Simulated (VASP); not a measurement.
Here is a VASP 6.6.1 calculation.

Contents of INCAR:

```
SYSTEM = BAs
  PREC = Accurate
  ENCUT = 520
  EDIFF = 1E-7
  ISMEAR = 0
  SIGMA = 0.02
  LREAL = .FALSE.
  LASPH = .TRUE.
  NELM = 80
  ALGO = Normal
  ISIF = 2
  LWAVE = .FALSE.
  LCHARG = .FALSE.
  GGA = PE
  NBANDS = 11
```

KPOINTS

```
Automatic mesh
0
G
  8 8 8
  0 0 0
```

POSCAR

```
BAs
1.0
    0.0000000000      2.3885000000      2.3885000000
    2.3885000000      0.0000000000      2.3885000000
    2.3885000000      2.3885000000      0.0000000000
B As
1 1
Direct
    0.0000000000      0.0000000000      0.0000000000
    0.2500000000      0.2500000000      0.2500000000
```

Potentials or basis: VASP PAW PBE potentials, release 64 (B, As).

Command:

```sh
$ cat potpaw_PBE.64/B/POTCAR potpaw_PBE.64/As/POTCAR > POTCAR
$ mpirun -np 1 vasp_std > vasp.out
```

**Question.** What does it give for the band gap on the k mesh?

**Answer.** 1.19 eV, indirect (least direct gap 3.28 eV).

**Question.** Predict the pressure.

**Answer.** 3.4 GPa.

A k mesh can miss the band edges. PBE gaps usually lie below the measured ones, often by a third to a half.
